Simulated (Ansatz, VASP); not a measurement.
**Pt in VASP and in Ansatz**

File POSCAR:

```
Pt
1.0
    0.0000000000      2.1977790799      1.5538298095
    2.1977790799      0.0000000000      1.5538298095
    2.1977790799      2.1977790799      0.0000000000
Pt
1
Direct
    0.0000000000      0.0000000000      0.0000000000
```

File INCAR.step1:

```
ALGO = Normal
EDIFF = 1E-4
ENCUT = 520
GGA = PE
ISMEAR = 0
LASPH = True
LCHARG = False
LREAL = False
LWAVE = True
NBANDS = 11
NELM = 100
PREC = Accurate
SIGMA = 0.15
```

Contents of INCAR.step2:

```
ALGO = Normal
EDIFF = 1E-7
ENCUT = 520
ISIF = 2
ISMEAR = 0
ISTART = 1
LASPH = True
LCHARG = False
LMIXTAU = True
LREAL = False
LWAVE = False
METAGGA = R2SCAN
NBANDS = 11
NELM = 100
PREC = Accurate
SIGMA = 0.15
```

Contents of KPOINTS:

```
k-points
0
Gamma
  24 24 24
```

Input for Ansatz:

```yaml
crystal:
  lattice:
    - [0.0, 2.1977790799, 1.5538298095]
    - [2.1977790799, 0.0, 1.5538298095]
    - [2.1977790799, 2.1977790799, 0.0]
  atoms:
    - { symbol: Pt, position: [0.0, 0.0, 0.0] }
basis:
  ecutwfc: 500
kpoints:
  mp_grid: { grid: [24, 24, 24] }
hamiltonian:
  xc: r2scan
scf:
  occupations: { method: gaussian, width: 0.15 }
output:
  forces: true
  stress: true
  eigenvalues: true
```

Alike in both runs: task single point; functional r2SCAN; k mesh 24 × 24 × 24; occupations gaussian, width 0.15 eV; no spin polarisation.

```csv
,VASP,Ansatz
version,VASP 6.6.1,Ansatz 0.2.0
potentials or method,"VASP PAW PBE potentials, release 64 (Pt)","scalar-relativistic, plane waves, PAW"
plane-wave cutoff (eV),520,500
valence electrons in the cell,10,18
```

```tsv
	VASP	Ansatz	Ansatz less VASP
gap on the k mesh at the Fermi level (eV)	none	none	-
pressure (GPa)	9.5	8.7	-0.80
```

A gap of «none» marks a metal or a gap that the smearing closes. The functional is the same, so the differences come from potentials, cutoffs and numerics. The two sets of potentials don't hold the same shells in valence.

Caveats: the PAW data sets were made with another functional, which shifts forces and pressure a little (VASP). The runs have no spin-orbit coupling, so splittings on Pt are missing.
